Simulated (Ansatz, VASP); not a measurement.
Si2W: VASP beside Ansatz

```
W Si
1.0
     4.52260    0.00000    0.00000
    -2.26130    3.91669    0.00000
     0.00000    0.00000    6.51740
W Si
3 6
Direct
  0.50000 0.00000 0.50000
  0.50000 0.50000 0.83333
  0.00000 0.50000 0.16667
  0.32725 0.16363 0.16667
  0.83637 0.16363 0.83333
  0.16363 0.32725 0.50000
  0.67275 0.83637 0.16667
  0.16363 0.83637 0.83333
  0.83637 0.67275 0.50000
```

Change from the starting cell: volume scaled by 0.94.

Alike in both runs: task single point; functional PBEsol; k mesh 7 × 7 × 4; occupations fermi-dirac, width 0.05 eV; no spin polarisation.

|  | VASP | Ansatz |
| --- | --- | --- |
| version | VASP 6.6.1 | Ansatz 0.2.0 |
| potentials or method | VASP PAW PBE potentials, release 64 (W_sv, Si) | Ansatz PAW |
| plane-wave cutoff (eV) | 520 | 420 |
| valence electrons in the cell | 66 | 66 |

Ansatz gave:

| Item | Value |
| --- | --- |
| gap on the k mesh at the Fermi level (eV) | 0.22 |
| least direct gap on the mesh (eV) | 0.76 |
| pressure (GPa) | 9.3 |
| largest component of the traceless stress (GPa) | 0.66 |

Task: What did VASP give for the same quantities?

Result: gap on the k mesh at the Fermi level (eV): 0.22; least direct gap on the mesh (eV): 0.76; pressure (GPa): 9.8; largest component of the traceless stress (GPa): 0.71.

With one functional, cell and mesh, what is left measures potentials, basis and numerics.

Caveats: spin-orbit coupling is left out, which moves the levels of the heavy elements; the PAW data sets were made with another functional, which shifts forces and pressure a little (VASP); an odd mesh through Γ misses points on the zone boundary, where band edges often lie (VASP); odd divisions of the mesh miss points on the zone boundary, where band edges often lie, so the gap on the mesh can be too wide (Ansatz); the PAW data sets come from PBE, with cores solved anew for the run's functional, which leaves a small shift of forces and pressure (Ansatz).
